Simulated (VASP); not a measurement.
# AlN (P6_3mc) in VASP: a series of runs

The runs below take AlN through single point, with PBE.

Everything below comes from runs of VASP 6.6.1. Logs are shortened: lines on timing, memory, paths and dates and some standing lists are left out, and cuts for length are marked.

## Step 1: The undisturbed crystal

Symmetry: P6_3mc, No. 186, hexagonal system. The conventional cell has a = 3.130 Å, b = 3.130 Å, c = 5.018 Å, α = 90.00°, β = 90.00°, γ = 120.00°. Around Al (site symmetry 3m) lie 4 N at 1.90 to 1.91 Å. N (site symmetry 3m) has 4 Al at 1.90 to 1.91 Å as nearest neighbours.

## Step 2: Single point, PBE (strained and moved within a subgroup)

File INCAR:

```
ALGO = Normal
EDIFF = 1E-6
ENCUT = 520
GGA = PE
ISIF = 2
ISMEAR = 0
LASPH = T
LCHARG = F
LREAL = F
LWAVE = F
NBANDS = 16
NELM = 100
PREC = Accurate
SIGMA = 0.02
```

File KPOINTS:

```
k-points
0
Gamma
  9 9 6
```

File POSCAR:

```
AlN
1.0
    3.2280380525      0.0000000000      0.0000000000
   -1.6140190263      2.7955629579      0.0000000000
    0.0000000000      0.0000000000      5.3146123600
Al N
2 2
Direct
    0.3333333333      0.6666666667     -0.0052138200
    0.6666666667      0.3333333333      0.4841729500
    0.3333333333      0.6666666667      0.3891148157
    0.6666666667      0.3333333333      0.9019260543
```

Potentials or basis: VASP PAW PBE potentials, release 64 (Al, N).

Started as:

```console
cat potpaw_PBE.64/Al/POTCAR potpaw_PBE.64/N/POTCAR > POTCAR
mpirun -np 1 vasp_std > vasp.out
```

OUTCAR:

```text
EDIFF = 1E-6
   ENCUT = 520
   GGA = PE
   ISIF = 2
   ISMEAR = 0
   LASPH = T
   LREAL = F
   NELM = 100
   PREC = Accurate

 ion  position               nearest neighbor table
   1  0.333  0.667  0.995-   4 1.93   4 1.93   4 1.93   3 2.10   2 3.20   2 3.20   2 3.20   2 3.29
                             2 3.29   2 3.29
   2  0.667  0.333  0.484-   3 1.93   3 1.93   3 1.93   4 2.22   1 3.20   1 3.20   1 3.20   1 3.29
                             1 3.29   1 3.29
   3  0.333  0.667  0.389-   2 1.93   2 1.93   2 1.93   1 2.10
   4  0.667  0.333  0.902-   1 1.93   1 1.93   1 1.93   2 2.22

  LATTYP: Found a hexagonal cell.
 ALAT       =     3.2280380525
 C/A-ratio  =     1.6463908645

  Lattice vectors:

 A1 = (   3.2280380525,   0.0000000000,   0.0000000000)
 A2 = (  -1.6140190263,   2.7955629579,   0.0000000000)
 A3 = (   0.0000000000,   0.0000000000,   5.3146123600)

Analysis of symmetry for initial positions (statically):
=====================================================================
 Subroutine PRICEL returns:
 Original cell was already a primitive cell.

 Routine SETGRP: Setting up the symmetry group for a
 hexagonal supercell.

 Subroutine GETGRP returns: Found  6 space group operations
 (whereof  6 operations were pure point group operations)
 out of a pool of 24 trial point group operations.

The static configuration has the point symmetry C_3v.

Analysis of symmetry for dynamics (positions and initial velocities):
=====================================================================
 Subroutine PRICEL returns:
 Original cell was already a primitive cell.

 Routine SETGRP: Setting up the symmetry group for a
 hexagonal supercell.

 Subroutine GETGRP returns: Found  6 space group operations
 (whereof  6 operations were pure point group operations)
 out of a pool of 24 trial point group operations.

The dynamic configuration has the point symmetry C_3v.

 Subroutine INISYM returns: Found  6 space group operations
 (whereof  6 operations are pure point group operations),
 and found     1 'primitive' translations

----------------------------------------------------------------------------------------

                                     Primitive cell

  volume of cell :      47.9600

  direct lattice vectors                    reciprocal lattice vectors
     3.228038053  0.000000000  0.000000000     0.309785691  0.178854852  0.000000000
    -1.614019026  2.795562958  0.000000000     0.000000000  0.357709705  0.000000000
     0.000000000  0.000000000  5.314612360     0.000000000  0.000000000  0.188160478

  length of vectors
     3.228038053  3.228038053  5.314612360     0.357709705  0.357709705  0.188160478

  position of ions in fractional coordinates (direct lattice)
     0.333333333  0.666666667  0.994786180
     0.666666667  0.333333333  0.484172950
     0.333333333  0.666666667  0.389114816
     0.666666667  0.333333333  0.901926054

  ion indices of the primitive-cell ions
   primitive index   ion index
                 1           1
                 2           2
                 3           3
                 4           4

----------------------------------------------------------------------------------------

 KPOINTS: k-points

Automatic generation of k-mesh.
 Grid dimensions read from file:
 generate k-points for:    9    9    6

 Generating k-lattice:

  Cartesian coordinates                     Fractional coordinates (reciprocal lattice)
     0.034420632  0.019872761  0.000000000     0.111111111  0.000000000  0.000000000
     0.000000000  0.039745523  0.000000000     0.000000000  0.111111111  0.000000000
     0.000000000  0.000000000  0.031360080     0.000000000  0.000000000  0.166666667

  Length of vectors
     0.039745523  0.039745523  0.031360080

  Shift w.r.t. Gamma in fractional coordinates (k-lattice)
     0.000000000  0.000000000  0.000000000

 Subroutine IBZKPT returns following result:
 ===========================================

 Found     62 irreducible k-points:

 Following reciprocal coordinates:
            Coordinates               Weight
  0.000000  0.000000  0.000000      1.000000
  0.111111  0.000000  0.000000      6.000000
  0.222222  0.000000  0.000000      6.000000
  0.333333  0.000000  0.000000      6.000000
  0.444444  0.000000  0.000000      6.000000
  0.111111  0.111111  0.000000      6.000000
[... 16 lines left out ...]
  0.222222  0.111111  0.166667     12.000000
 -0.111111  0.333333  0.166667     12.000000
 [... further k-points ...]
   k-points           NKPTS =     62   k-points in BZ     NKDIM =     62   number of bands    NBANDS=     16
   number of dos      NEDOS =    301   number of ions     NIONS =      4
   total plane-waves  NPLWV =  23040
   dimension x,y,z NGX =    24 NGY =   24 NGZ =   40
   dimension x,y,z NGXF=    48 NGYF=   48 NGZF=   80
   ions per type =               2   2
   NGX,Y,Z   is equivalent  to a cutoff of  12.36, 12.36, 12.51 a.u.
   NGXF,Y,Z  is equivalent  to a cutoff of  24.72, 24.72, 25.02 a.u.
 SYSTEM =  unknown system
   PREC   = accura    normal or accurate (medium, high low for compatibility)
   ISTART =      0    job   : 0-new  1-cont  2-samecut
   ICHARG =      2    charge: 1-file 2-atom 10-const
   ISPIN  =      1    spin polarized calculation?
   LNONCOLLINEAR =      F non collinear calculations
   LSORBIT =      F    spin-orbit coupling
   LASPH  =      T    aspherical Exc in radial PAW
   ENCUT  =  520.0 eV  38.22 Ry    6.18 a.u.   6.00  6.00  9.88*2*pi/ulx,y,z
   NELM   =    100;   NELMIN=  2; NELMDL= -5     # of ELM steps
   EDIFF  = 0.1E-05   stopping-criterion for ELM
   LREAL  =      F    real-space projection
   EDIFFG = 0.1E-04   stopping-criterion for IOM
   NSW    =      0    number of steps for IOM
   IBRION =     -1    ionic relax: 0-MD 1-quasi-New 2-CG
   NFREE  =      0    steps in history (QN), initial steepest desc. (CG)
   ISIF   =      2    stress and relaxation
   ISYM   =      2    0-nonsym 1-usesym 2-fastsym
   POTIM  = 0.5000    time-step for ionic-motion
   TEBEG  =    0.0;   TEEND  =   0.0 temperature during run
   PSTRESS=    0.0 pullay stress
   NELECT =      16.0000    total number of electrons
   NUPDOWN=      -1.0000    fix difference up-down
   EMIN   =  10.00;   EMAX   =-10.00  energy-range for DOS
   EFERMI =   0.00;   METHOD = LEGACY
   ISMEAR =     0;   SIGMA  =   0.02  broadening in eV -4-tet -1-fermi 0-gaus
   EFERMI_NEDOS =   21; number of points for ismear=-14 and -15
   IALGO  =     38    algorithm
   IMIX   =      4    mixing-type and parameters
     AMIX     =   0.40;   BMIX     =  1.00
     AMIX_MAG =   1.60;   BMIX_MAG =  1.00
  volume/ion in A,a.u.               =      11.99        80.91
  Fermi-wavevector in a.u.,A,eV,Ry     =   1.135416  2.145625 17.540214  1.289169
  Thomas-Fermi vector in A             =   2.272121
   LORBIT       =      0    0 simple, 1 ext, 2 COOP (PROOUT), +10 PAW based schemes
   GGA     = PE    functional components
   LHFCALC =     F    Hartree Fock is set to
   AEXX    =    0.0000 exact exchange contribution
   IVDW    =     0    specifies the selected vdW correction
   LEPSILON=     F    determine dielectric tensor
   LRPA    =     F    only Hartree local field effects (RPA)
 non-spin polarized calculation
 Gauss-broadening in eV      SIGMA  =   0.02
  energy-cutoff  :      520.00
  volume of cell :       47.96
 maximum number of plane-waves:      1308
   NGX = 13   NGY = 13   NGZ = 19

 number of electron      16.0000003 magnetization

 Free energy of the ion-electron system (eV)
  ---------------------------------------------------
  ext. energy  EPLUGINS =         0.00000000
  ---------------------------------------------------
  free energy    TOTEN  =       -29.28022332 eV

  energy without entropy =      -29.28022332  energy(sigma->0) =      -29.28022332

 E-fermi :   5.2874     XC(G=0): -10.3160

 val. band max:        5.1638948721   @ k =   0.0000   0.0000   0.0000
 cond. band min:       7.8799834670   @ k =   0.0000   0.0000   0.0000
 fundamental gap:      2.7160885949
 Fermi energy:         5.2874176346

 k-point     1 :       0.0000    0.0000    0.0000
  band No.  band energies     occupation
      1      -9.5527      2.00000
      2      -7.9149      2.00000
      3      -0.3648      2.00000
      4       3.9708      2.00000
      5       3.9708      2.00000
      6       4.5600      2.00000
[... 8 lines left out ...]
     15      16.7220      0.00000
     16      16.7220      0.00000

 k-point     2 :       0.1111    0.0000    0.0000
  band No.  band energies     occupation
      1      -9.4172      2.00000
      2      -7.8326      2.00000
      3      -0.1931      2.00000
      4       3.3181      2.00000
      5       3.8102      2.00000
      6       3.8748      2.00000
[... 8 lines left out ...]
     15      16.4369      0.00000
     16      16.9627      0.00000

 k-point     3 :       0.2222    0.0000    0.0000
  band No.  band energies     occupation
      1      -9.0365      2.00000
      2      -7.6233      2.00000
      3       0.3022      2.00000
      4       1.9547      2.00000
      5       2.6733      2.00000
      6       3.4650      2.00000
[... 8 lines left out ...]
     15      16.3161      0.00000
     16      16.9983      0.00000

 k-point     4 :       0.3333    0.0000    0.0000
  band No.  band energies     occupation
      1      -8.5009      2.00000
      2      -7.4047      2.00000
      3       0.6195      2.00000
      4       1.0894      2.00000
      5       1.6001      2.00000
      6       3.1344      2.00000
[... 8 lines left out ...]
     15      15.8061      0.00000
     16      18.0544      0.00000
[... 324 lines left out ...]
 k-point    22 :       0.1111    0.1111    0.1667
  band No.  band energies     occupation
      1      -9.0838      2.00000
      2      -7.8062      2.00000
      3       0.3519      2.00000
      4       2.5235      2.00000
      5       2.7743      2.00000
      6       3.6337      2.00000
[... 8 lines left out ...]
     15      16.1522      0.00000
     16      17.2186      0.00000

 k-point    23 :       0.2222    0.1111    0.1667
  band No.  band energies     occupation
      1      -8.6316      2.00000
      2      -7.5600      2.00000
      3       0.6593      2.00000
      4       1.4345      2.00000
      5       2.0254      2.00000
      6       3.1046      2.00000
[... 8 lines left out ...]
     15      15.8531      0.00000
     16      17.6512      0.00000

 k-point    24 :      -0.1111    0.3333    0.1667
  band No.  band energies     occupation
      1      -8.6314      2.00000
      2      -7.5603      2.00000
      3       0.6690      2.00000
      4       1.4599      2.00000
      5       1.9690      2.00000
      6       3.1187      2.00000
[... 8 lines left out ...]
     15      15.9101      0.00000
     16      17.6939      0.00000

 [... further k-points ...]

------------------------ aborting loop because EDIFF is reached ----------------------------------------

  FORCE on cell =-STRESS in cart. coord.  units (eV):
  Direction    XX          YY          ZZ          XY          YZ          ZX
  --------------------------------------------------------------------------------------
  -------------------------------------------------------------------------------------
  Total       -4.1918539     -4.1918539     -6.2957376      0.0000000     -0.0000000     -0.0000000
  in kB     -140.0351976   -140.0351976   -210.3186002      0.0000000     -0.0000000     -0.0000000
  external PRESSURE =    -163.4629985 kB  Pullay stress =       0.0000000 kB

 VOLUME and BASIS-vectors are now :
 -----------------------------------------------------------------------------
  energy-cutoff  :      520.00
  volume of cell :       47.96
      direct lattice vectors                 reciprocal lattice vectors
     3.228038053  0.000000000  0.000000000     0.309785691  0.178854852  0.000000000
    -1.614019026  2.795562958  0.000000000     0.000000000  0.357709705  0.000000000
     0.000000000  0.000000000  5.314612360     0.000000000  0.000000000  0.188160478

 POSITION                                       TOTAL-FORCE (eV/Angst)
 -----------------------------------------------------------------------------------
     -0.00000      1.86371      5.28690         0.000000      0.000000      0.533623
      1.61402      0.93185      2.57319        -0.000000      0.000000      0.929172
     -0.00000      1.86371      2.06799        -0.000000     -0.000000     -0.439929
      1.61402      0.93185      4.79339         0.000000      0.000000     -1.022866
 -----------------------------------------------------------------------------------
    total drift:                               -0.000000     -0.000000      0.000847

  FREE ENERGIE OF THE ION-ELECTRON SYSTEM (eV)
  ---------------------------------------------------
  free  energy   TOTEN  =       -29.2802233176 eV

  energy  without entropy=      -29.2802233176  energy(sigma->0) =      -29.28022332
```

Run time: 17 s. Hardware: 1 thread of Intel Xeon Platinum 8488C (Sapphire Rapids), shared host; peak memory 0.17 GiB.

Results:

```
Free energy            : -29.2802 eV
Pressure               : -16.3 GPa
Largest force          : 1.023 eV/Å
Band gap on the k mesh : 2.72 eV, direct
```

Forces on the atoms (eV/Å):
```
Al   0.000  0.000  0.534
Al   0.000  0.000  0.929
N    0.000  0.000 -0.440
N    0.000  0.000 -1.023
```

Caveat: so large a pressure means that the cell lies far from this level's equilibrium, or that cutoff or potentials fall short; forces of over 1 eV/Å show positions far from the minimum, so gaps and moduli don't describe the material at rest.

## Step 3: Single point, PBE (strained and moved within the space group)

File INCAR:

```
SYSTEM = AlN
  PREC = Accurate
  ENCUT = 520
  EDIFF = 1E-6
  ISMEAR = 0
  SIGMA = 0.02
  LREAL = .False.
  LASPH = .True.
  NELM = 100
  ALGO = Fast
  ISIF = 2
  LWAVE = .False.
  LCHARG = .False.
  GGA = PE
  NBANDS = 16
```

File KPOINTS:

```
regular mesh
0
Gamma
  9 9 6
  0 0 0
```

File POSCAR:

```
AlN
1.0
    3.1779198079      0.0000000000      0.0000000000
   -1.5889599039      2.7521592848      0.0000000000
    0.0000000000      0.0000000000      5.1597467800
Al N
2 2
Direct
    0.3333333333      0.6666666667      0.0200883889
    0.6666666667      0.3333333333      0.5200883889
    0.3333333333      0.6666666667      0.3649116111
    0.6666666667      0.3333333333      0.8649116111
```

Potentials or basis: VASP PAW PBE potentials, release 64 (Al, N).

Started as:

```console
cat potpaw_PBE.64/Al/POTCAR potpaw_PBE.64/N/POTCAR > POTCAR
mpirun -np 1 vasp_std > vasp.out
```

Wall time 16 s (1 thread of Intel Xeon Platinum 8488C (Sapphire Rapids), shared host); peak memory 0.16 GiB.

The run converged. Its results:

```yaml
Free_energy: -29.2538 eV
Pressure: -6.6 GPa
Largest_force: 2.852 eV/Å
Band_gap_on_the_k_mesh: 3.38 eV, direct
```

Forces on the atoms (eV/Å):
```
Al   0.000  0.000 -2.852
Al   0.000  0.000 -2.852
N    0.000  0.000  2.852
N    0.000  0.000  2.852
```

Stress tensor (GPa, compression positive):
```
-12.87   0.00   0.00
  0.00 -12.87   0.00
  0.00   0.00   6.06
```

Levels at points of the mesh, in eV from the valence-band top:
```
           k point  band 5  band 6  band 7  band 8  band 9  band 10  band 11  band 12
(0.00, 0.00, 0.00)   -0.60   -0.60    0.00    0.00    3.38     6.02     9.35    10.75
(0.00, 0.00, 0.50)   -0.31   -0.31   -0.31   -0.31    5.55     5.55     9.55     9.55
```

Caveat: an odd mesh through Γ misses points on the zone boundary, where band edges often lie; forces of over 1 eV/Å show positions far from the minimum, so gaps and moduli don't describe the material at rest.

## Step 4: Single point, PBE (strained and moved within a subgroup)

File INCAR:

```
SYSTEM = AlN
  PREC = Accurate
  ENCUT = 520
  EDIFF = 1E-7
  ISMEAR = 0
  SIGMA = 0.02
  LREAL = .False.
  LASPH = .True.
  NELM = 100
  ALGO = Fast
  ISIF = 2
  LWAVE = .False.
  LCHARG = .True.
  GGA = PE
  LELF = .True.
  LVHAR = .True.
  NBANDS = 16
```

File KPOINTS:

```
Automatic mesh
0
Gamma
  9 9 6
  0 0 0
```

File POSCAR:

```
AlN
1.0
    3.1062423183     -0.0777128337      0.0379853363
   -1.6204224474      2.6512402480      0.0379898077
    0.0607813800      0.1052847000      5.3466209000
Al N
2 2
Direct
    0.3396230296      0.6719551336     -0.0004259318
    0.6719551336      0.3396230296      0.4995740682
    0.3212919287      0.6671299081      0.3854259318
    0.6671299081      0.3212919287      0.8854259318
```

Started as:

```console
cat potpaw_PBE.64/Al/POTCAR potpaw_PBE.64/N/POTCAR > POTCAR
mpirun -np 1 vasp_std > vasp.out
```

It took 45 s on 1 thread of Intel Xeon Platinum 8488C (Sapphire Rapids), shared host; peak memory 0.2 GiB.

Results (log left out):

* Free energy: -29.2762 eV
* Pressure: 1.4 GPa
* Largest force: 1.944 eV/Å
* Band gap on the k mesh: 3.56 eV, direct

Forces on the atoms (eV/Å):
```
Al   0.311 -1.539  0.876
Al  -1.489 -0.500  0.876
N    1.693  0.382 -0.876
N   -0.515  1.658 -0.876
```

Stress tensor (GPa, compression positive):
```
  5.33  11.77  -3.90
 11.77  18.92  -6.75
 -3.90  -6.75 -20.07
```

Levels at points of the mesh, in eV from the valence-band top:
| k point | band 4 | band 5 | band 6 | band 7 | band 8 | band 9 | band 10 | band 11 | band 12 | band 13 |
| --- | --- | --- | --- | --- | --- | --- | --- | --- | --- | --- |
| (0.00, 0.00, 0.00) | -0.73 | -0.54 | -0.28 | -0.25 | 0.00 | 3.56 | 7.04 | 9.72 | 11.11 | 11.39 |
| (0.00, 0.00, 0.50) | -3.62 | -0.56 | -0.56 | -0.21 | -0.21 | 6.24 | 6.24 | 9.63 | 9.63 | 11.55 |

Caveat: forces of over 1 eV/Å show positions far from the minimum, so gaps and moduli don't describe the material at rest.
